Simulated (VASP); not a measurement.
Here is a VASP 6.6.1 calculation.

File POSCAR:

```
Mg3Sb2
1.0
    4.5677912521      0.0000000000      0.0000000000
   -2.2838956261      3.9558232635      0.0000000000
    0.0000000000      0.0000000000      7.2460629415
Mg Sb
3 2
Direct
    0.3333333333      0.6666666667      0.6335162061
    0.6666666667      0.3333333333      0.3664837939
    0.0000000000      0.0000000000      0.0000000000
    0.3333333333      0.6666666667      0.2287634376
    0.6666666667      0.3333333333      0.7712365624
```

Contents of INCAR.step1:

```
SYSTEM = Mg3Sb2
ALGO     = Normal         ! electronic algorithm
EDIFF    = 1E-4           ! SCF threshold, eV
ENCUT    = 520            ! plane-wave cutoff, eV
GGA      = PE             ! functional
ISMEAR   = 0              ! smearing method
LASPH    = .True.         ! aspherical terms in the spheres
LCHARG   = .False.        ! write CHGCAR
LREAL    = .False.        ! projectors in reciprocal space
LWAVE    = .True.         ! write WAVECAR
NBANDS   = 16             ! bands
NELM     = 100            ! most SCF steps
PREC     = Accurate       ! precision mode
SIGMA    = 0.01           ! smearing width, eV
```

File INCAR.step2:

```
SYSTEM = Mg3Sb2
ALGO     = Normal         ! electronic algorithm
EDIFF    = 1E-7           ! SCF threshold, eV
ENCUT    = 520            ! plane-wave cutoff, eV
ISIF     = 2              ! what is computed and relaxed
ISMEAR   = 0              ! smearing method
ISTART   = 1            
LASPH    = .True.         ! aspherical terms in the spheres
LCHARG   = .False.        ! write CHGCAR
LMIXTAU  = .True.       
LREAL    = .False.        ! projectors in reciprocal space
LWAVE    = .False.        ! write WAVECAR
METAGGA  = R2SCAN         ! meta-GGA
NBANDS   = 16             ! bands
NELM     = 100            ! most SCF steps
PREC     = Accurate       ! precision mode
SIGMA    = 0.01           ! smearing width, eV
```

KPOINTS

```
k-points
0
Gamma
  9 9 6
  0 0 0
```

Potentials or basis: VASP PAW PBE potentials, release 64 (Mg, Sb).

Launch:

```sh
$ cat potpaw_PBE.64/Mg/POTCAR potpaw_PBE.64/Sb/POTCAR > POTCAR
$ cp INCAR.step1 INCAR
$ mpirun -np 1 vasp_std > vasp.out
$ cp INCAR.step2 INCAR
$ mpirun -np 1 vasp_std > vasp.out
```

Problem. What does it give for the band gap on the k mesh?

Solution. 0.57 eV, indirect (least direct gap 1.77 eV).

Problem. Predict the largest force.

Solution. 0.017 eV/Å.

Problem. Predict the pressure.

Solution. 0.0 GPa.

Forces on the atoms (eV/Å):
```
Mg   0.000  0.000 -0.003
Mg   0.000  0.000  0.003
Mg   0.000  0.000  0.000
Sb   0.000  0.000 -0.017
Sb   0.000  0.000  0.017
```

Caveat: the PAW data sets were made with another functional, which shifts forces and pressure a little; spin-orbit coupling is left out, which moves the levels of the heavy elements; an odd mesh through Γ misses points on the zone boundary, where band edges often lie.
